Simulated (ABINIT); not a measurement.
# SiC (Moissanite) (P6_3mc) in ABINIT: a series of runs

The runs below take SiC (Moissanite) through band structure, with HCTH407, LDA, PW91.

Everything below comes from runs of ABINIT 10.8.3 (patched build). Logs are shortened: lines on timing, memory, paths and dates and some standing lists are left out, and cuts for length are marked. The log counts tension as positive stress, the text compression.

## (1) The crystal as given

The structure is hexagonal, space group P6_3mc (No. 186). The conventional cell has a = 3.076 Å, b = 3.076 Å, c = 5.048 Å, α = 90.00°, β = 90.00°, γ = 120.00°. Around Si (site symmetry 3m) lie 4 C at 1.87 to 1.94 Å. Around C (site symmetry 3m) lie 4 Si at 1.87 to 1.94 Å.

## (2) Band structure, HCTH407

Contents of run.abi:

```
# Datasets: ground state, then fixed potential
ndtset 2

# Pseudopotentials
pp_dirpath "./"
pseudos "Si.GGA_PBE-JTH.xml, C.GGA_PBE-JTH.xml"

# Structure
acell 3*1.0
rprim
     5.8127975593     0.0000000000     0.0000000000
    -2.9063987797     5.0340303534     0.0000000000
     0.0000000000     0.0000000000     9.5393374771
ntypat 2
znucl 14 6
natom 4
typat 1 1 2 2
xred
     0.6666666667     0.3333333333     0.5000000000
     0.3333333333     0.6666666667     0.0000000000
     0.6666666667     0.3333333333     0.8850000000
     0.3333333333     0.6666666667     0.3850000000

# Plane-wave basis
ecut 544.227725 eV
pawecutdg 40.0

# Exchange and correlation
ixc 27

# Bands and occupations
occopt 3
tsmear 0.00183747

# SCF cycle
nstep 100

# Output
iomode 3
prtwf 0
prteig 0
prtebands 0
prtden1 1

# Dataset 1
kptopt1 1
ngkpt1 10 10 5
nshiftk1 1
shiftk1 0.0 0.0 0.0
nband1 12
tolvrs1 1.0e-9

# Dataset 2: bands along G-M-K-G-A-L-H-A
iscf2 -2
getden2 1
nband2 16
nbdbuf2 2
tolwfr2 1.0e-12
kptopt2 -7
ndivsm2 8
prteig2 1
prtvol2 -3
kptbounds2
     0.0000000000     0.0000000000     0.0000000000
     0.5000000000     0.0000000000     0.0000000000
     0.3333333333     0.3333333333     0.0000000000
     0.0000000000     0.0000000000     0.0000000000
     0.0000000000     0.0000000000     0.5000000000
     0.5000000000     0.0000000000     0.5000000000
     0.3333333333     0.3333333333     0.5000000000
     0.0000000000     0.0000000000     0.5000000000
```

Potentials or basis: JTH PAW PBE v2.0.

Started as:

```
> abinit run.abi > log 2>&1
```

run.abo:

```text
.Version 10.8.3 of ABINIT
 DATASET    1 : space group P6_3 m c (#186); Bravais hP (primitive hexag.)
================================================================================
 Values of the parameters that define the memory need for DATASET  1.
     intxc =       0    ionmov =       0      iscf =       7    lmnmax =       8
     lnmax =       4     mgfft =      40  mpssoang =       2    mqgrid =    3001
     natom =       4  nloc_mem =       2    nspden =       1   nspinor =       1
    nsppol =       1      nsym =      12    n1xccc =       1    ntypat =       2
    occopt =       3   xclevel =       2
       mpw =        1204          nfft =       23040          nkpt =          42
 PAW method is used; the additional fine FFT grid is defined by:
   mgfftf=        60    nfftf =     77760
================================================================================
================================================================================

 DATASET    2 : space group P6_3 m c (#186); Bravais hP (primitive hexag.)
================================================================================
 Values of the parameters that define the memory need for DATASET  2.
     intxc =       0    ionmov =       0      iscf =      -2    lmnmax =       8
     lnmax =       4     mgfft =      40  mpssoang =       2    mqgrid =    3001
     natom =       4  nloc_mem =       2    nspden =       1   nspinor =       1
    nsppol =       1      nsym =      12    n1xccc =       1    ntypat =       2
    occopt =       3   xclevel =       2
       mpw =        1208          nfft =       23040          nkpt =          93
 PAW method is used; the additional fine FFT grid is defined by:
   mgfftf=        60    nfftf =     77760
================================================================================
================================================================================

--------------------------------------------------------------------------------
------------- Echo of variables that govern the present computation ------------
--------------------------------------------------------------------------------
 -outvars: echo values of preprocessed input variables --------
            acell      1.0000000000E+00  1.0000000000E+00  1.0000000000E+00 Bohr
              amu      2.80855000E+01  1.20110000E+01
             ecut      2.00000000E+01 Hartree
           getden1          0
           getden2          1
             iscf1          7
             iscf2         -2
              ixc          27
           jdtset        1    2
           kptopt1          1
           kptopt2         -7
         kptrlatt       10    0    0      0   10    0      0    0    5
          kptrlen1     4.76966874E+01
          kptrlen2     3.00000000E+01
            natom           4
            nband1         12
            nband2         16
           nbdbuf1          0
           nbdbuf2          2
           ndtset           2
           ndivsm1          0
           ndivsm2          8
            ngfft          24      24      40
          ngfftdg          36      36      60
             nkpt1         42
             nkpt2         93
            nstep         100
             nsym          12
           ntypat           2
           occopt           3
        pawecutdg      4.00000000E+01 Hartree
         pawxcdev           0
        prtebands           0
           prteig1          0
           prteig2          1
           prtvol1          0
           prtvol2         -3
            prtwf           0
            rprim      5.8127975593E+00  0.0000000000E+00  0.0000000000E+00
                      -2.9063987797E+00  5.0340303534E+00  0.0000000000E+00
                       0.0000000000E+00  0.0000000000E+00  9.5393374771E+00
           shiftk1     0.00000000E+00  0.00000000E+00  0.00000000E+00
           shiftk2     5.00000000E-01  5.00000000E-01  5.00000000E-01
          spgroup         186
           tolvrs1     1.00000000E-09
           tolvrs2     0.00000000E+00
           tolwfr1     0.00000000E+00
           tolwfr2     1.00000000E-12
           tsmear      1.83747000E-03 Hartree
            typat      1  1  2  2
           useylm           1
[... 824 lines left out ...]
 Non-SCF case, kpt   92 (  0.01852  0.01852  0.50000), residuals and eigenvalues=
  1.16E-13  7.50E-13  2.32E-13  2.54E-13  4.19E-13  6.00E-13  1.41E-13  9.67E-13
  3.38E-13  5.89E-13  6.98E-13  5.92E-13  3.90E-13  7.55E-13  3.62E-12  4.79E-12
 -2.4533E-01 -2.4533E-01  1.2615E-01  1.2615E-01  2.4928E-01  2.4928E-01
  2.5147E-01  2.5147E-01  5.0504E-01  5.0504E-01  5.5277E-01  5.5277E-01
  5.5715E-01  5.5715E-01  6.3473E-01  6.3473E-01
 Non-SCF case, kpt   93 (  0.00000  0.00000  0.50000), residuals and eigenvalues=
  1.25E-13  4.51E-13  3.49E-13  9.29E-13  8.21E-13  4.96E-13  5.21E-13  8.45E-13
  3.63E-13  4.65E-13  7.48E-13  6.56E-13  3.49E-13  9.01E-13  8.50E-13  4.89E-13
 -2.4596E-01 -2.4596E-01  1.2592E-01  1.2592E-01  2.5238E-01  2.5238E-01
  2.5238E-01  2.5238E-01  5.0306E-01  5.0306E-01  5.5517E-01  5.5517E-01
  5.5517E-01  5.5517E-01  6.3327E-01  6.3327E-01

--- !ResultsGS
iteration_state: {dtset: 2, }
comment   : Summary of ground state results
lattice_vectors:
- [  5.8127976,   0.0000000,   0.0000000, ]
- [ -2.9063988,   5.0340304,   0.0000000, ]
- [  0.0000000,   0.0000000,   9.5393375, ]
lattice_lengths: [   5.81280,    5.81280,    9.53934, ]
lattice_angles: [ 90.000,  90.000, 120.000, ] # degrees, (23, 13, 12)
lattice_volume:   2.7913818E+02
convergence: {deltae:  0.000E+00, res2:  0.000E+00, residm:  9.988E-13, diffor:  0.000E+00, }
etotal    :  -1.94894031E+01
entropy   :   0.00000000E+00
fermie    :   3.37524280E-01
cartesian_stress_tensor: null
pressure_GPa: null
xred      :
- [  6.6667E-01,   3.3333E-01,   5.0000E-01, Si]
- [  3.3333E-01,   6.6667E-01,   0.0000E+00, Si]
- [  6.6667E-01,   3.3333E-01,   8.8500E-01,  C]
- [  3.3333E-01,   6.6667E-01,   3.8500E-01,  C]
cartesian_forces: null
force_length_stats: {min: null, max: null, mean: null, }
...

 Integrated electronic density in atomic spheres:
 ------------------------------------------------
 Atom  Sphere_radius  Integrated_density
    1        1.90945          1.68137976
    2        1.90945          1.68137976
    3        1.50737          2.58093732
    4        1.50737          2.58093732

================================================================================

 ----iterations are completed or convergence reached----

 Mean square residual over all n,k,spin=   60.917E-14; max=  99.881E-14
 reduced coordinates (array xred) for    4 atoms
       0.666666666667      0.333333333333      0.500000000000
       0.333333333333      0.666666666667      0.000000000000
       0.666666666667      0.333333333333      0.885000000000
       0.333333333333      0.666666666667      0.385000000000

 cartesian coordinates (angstrom) at end:
    1      1.53799999893485     0.88796471340201     2.52399999828481
    2     -0.00000000001764     1.77592942680403     0.00000000000000
    3      1.53799999893485     0.88796471340201     4.46747999696411
    4     -0.00000000001764     1.77592942680403     1.94347999867930
 length scales=  1.000000000000  1.000000000000  1.000000000000 bohr
              =  0.529177210544  0.529177210544  0.529177210544 angstroms
 Eigenvalues (hartree) for nkpt=  93  k points:
 kpt#   1, nband= 16, wtk=  1.00000, kpt=  0.0000  0.0000  0.0000 (reduced coord)
  -0.28900   -0.16373   -0.02681    0.23037    0.23037    0.27829    0.27829    0.28875
   0.46388    0.51651    0.52958    0.52958    0.56848    0.61063    0.61063    0.71574
 kpt#   2, nband= 16, wtk=  1.00000, kpt=  0.0333  0.0000  0.0000 (reduced coord)
  -0.28830   -0.16313   -0.02617    0.22610    0.22909    0.27550    0.27786    0.28825
   0.46704    0.51699    0.52861    0.53124    0.57020    0.60916    0.61267    0.70627
 kpt#   3, nband= 16, wtk=  1.00000, kpt=  0.0667  0.0000  0.0000 (reduced coord)
  -0.28620   -0.16132   -0.02424    0.21418    0.22543    0.26742    0.27653    0.28671
   0.47475    0.51735    0.52785    0.53606    0.57420    0.60584    0.61857    0.68782
 kpt#   4, nband= 16, wtk=  1.00000, kpt=  0.1000  0.0000  0.0000 (reduced coord)
  -0.28270   -0.15833   -0.02105    0.19664    0.21992    0.25488    0.27422    0.28406
   0.48085    0.51890    0.53064    0.54355    0.57502    0.60577    0.62777    0.66900
 kpt#   5, nband= 16, wtk=  1.00000, kpt=  0.1333  0.0000  0.0000 (reduced coord)
  -0.27783   -0.15421   -0.01665    0.17553    0.21317    0.23894    0.27094    0.28017
   0.47805    0.52655    0.53792    0.55277    0.56669    0.61434    0.63926    0.65270
 kpt#   6, nband= 16, wtk=  1.00000, kpt=  0.1667  0.0000  0.0000 (reduced coord)
  -0.27160   -0.14902   -0.01113    0.15249    0.20573    0.22063    0.26685    0.27488
[... 248 lines left out ...]
  -0.23592   -0.23592    0.12798    0.12798    0.21354    0.21354    0.23761    0.23761
   0.50988    0.50988    0.54297    0.54297    0.58943    0.58943    0.64033    0.64033
 kpt#  90, nband= 16, wtk=  1.00000, kpt=  0.0556  0.0556  0.5000 (reduced coord)
  -0.24030   -0.24030    0.12757    0.12757    0.22804    0.22804    0.24410    0.24410
   0.51223    0.51223    0.54280    0.54280    0.57458    0.57458    0.63998    0.63998
 kpt#  91, nband= 16, wtk=  1.00000, kpt=  0.0370  0.0370  0.5000 (reduced coord)
  -0.24344   -0.24344    0.12678    0.12678    0.24063    0.24063    0.24872    0.24872
   0.50945    0.50945    0.54729    0.54729    0.56346    0.56346    0.63777    0.63777
 kpt#  92, nband= 16, wtk=  1.00000, kpt=  0.0185  0.0185  0.5000 (reduced coord)
  -0.24533   -0.24533    0.12615    0.12615    0.24928    0.24928    0.25147    0.25147
   0.50504    0.50504    0.55277    0.55277    0.55715    0.55715    0.63473    0.63473
 kpt#  93, nband= 16, wtk=  1.00000, kpt=  0.0000  0.0000  0.5000 (reduced coord)
  -0.24596   -0.24596    0.12592    0.12592    0.25238    0.25238    0.25238    0.25238
   0.50306    0.50306    0.55517    0.55517    0.55517    0.55517    0.63327    0.63327

== END DATASET(S) ==============================================================
================================================================================

 -outvars: echo values of variables after computation  --------
            acell      1.0000000000E+00  1.0000000000E+00  1.0000000000E+00 Bohr
           etotal1    -1.9489403069E+01
            fcart1     6.9484061565E-29  1.0697771106E-28  1.4288868022E-02
                       6.9484061565E-29  1.6046656660E-28  1.4288868022E-02
                      -1.6212947698E-28 -8.0233283299E-29 -1.4288868022E-02
                       2.3161353855E-29 -1.8721099436E-28 -1.4288868022E-02
            rprim      5.8127975593E+00  0.0000000000E+00  0.0000000000E+00
                      -2.9063987797E+00  5.0340303534E+00  0.0000000000E+00
                       0.0000000000E+00  0.0000000000E+00  9.5393374771E+00
           strten1    -5.9599122605E-05 -5.9599122590E-05  9.1488653803E-05
                       0.0000000000E+00  0.0000000000E+00  3.6554096632E-14
           xangst      1.5379999989E+00  8.8796471340E-01  2.5239999983E+00
                      -1.7639298728E-11  1.7759294268E+00  0.0000000000E+00
                       1.5379999989E+00  8.8796471340E-01  4.4674799970E+00
                      -1.7639298728E-11  1.7759294268E+00  1.9434799987E+00
             xred      6.6666666667E-01  3.3333333333E-01  5.0000000000E-01
                       3.3333333333E-01  6.6666666667E-01  0.0000000000E+00
                       6.6666666667E-01  3.3333333333E-01  8.8500000000E-01
                       3.3333333333E-01  6.6666666667E-01  3.8500000000E-01
 Calculation completed.
```

Run time: 66 s. Hardware: 1 thread of Arm Neoverse V2, shared host; peak memory 0.13 GiB.

What came out:

```
Free energy                                           : -530.3337 eV
Pressure                                              : 0.3 GPa
Largest force                                         : 0.735 eV/Å
Band gap on the k mesh                                : 2.89 eV, indirect (least direct gap 4.41 eV)
Band gap along the path                               : 2.75 eV, indirect (least direct gap 4.41 eV)
Valence electrons inside the program's atomic spheres : Si 1.68; C 2.58
```

Forces on the atoms (eV/Å):
```
Si   0.000  0.000  0.735
Si   0.000  0.000  0.735
C    0.000  0.000 -0.735
C    0.000  0.000 -0.735
```

Stress tensor (GPa, compression positive):
```
 1.75  0.00  0.00
 0.00  1.75  0.00
 0.00  0.00 -2.69
```

Levels at the corners of the path, in eV from the valence-band top:
```
point  band 6  band 7  band 8  band 9  band 10  band 11
    Γ   -0.28   -0.28    0.00    4.77     6.20     6.55
    M   -3.56   -3.17   -1.52    2.89     4.50     6.94
    K   -4.08   -4.00   -4.00    2.75     8.43     8.90
    Γ   -0.28   -0.28    0.00    4.77     6.20     6.55
    A   -0.99   -0.99   -0.99    5.83     5.83     7.25
    L   -2.71   -2.36   -2.36    3.47     3.47     5.19
    H   -5.75   -1.78   -1.78    4.99     4.99     6.37
    A   -0.99   -0.99   -0.99    5.83     5.83     7.25
```

Caveat: the PAW data sets were made with another functional, which shifts forces and pressure a little; the mesh misses the band edges, which the band path finds closer together.

(Continued in part 2 of 2.)
